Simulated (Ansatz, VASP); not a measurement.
Two plane-wave programs on Sb

```xyz
1
Lattice="3.0414 0.0000 0.0000 0.0000 3.0414 0.0000 0.0000 0.0000 3.0414" Properties=species:S:1:pos:R:3 pbc="T T T"
Sb    0.0000    0.0000    0.0000
```

Alike in both runs: functional LDA; k mesh 14 × 14 × 14; occupations gaussian, width 0.1 eV; no spin polarisation.

Ansatz relaxed the structure, and its values are those at the end. VASP's run is a single point on that final structure, the one shown.

|  | VASP | Ansatz |
| --- | --- | --- |
| version | VASP 6.6.1 | Ansatz 0.2.0 |
| potentials or method | VASP PAW LDA potentials, release 64 (Sb) | scalar-relativistic, plane waves, PAW |
| plane-wave cutoff (eV) | 520 | 420 |
| valence electrons in the cell | 5 | 15 |

```csv
,VASP,Ansatz,Ansatz less VASP
gap on the k mesh at the Fermi level (eV),none,none,-
pressure (GPa),0.2,0.0,-0.24
```

A gap of «none» marks a metal or a gap that the smearing closes. The two sets of potentials don't hold the same shells in valence.

Spin-orbit coupling is left out, which matters for the levels of Sb.
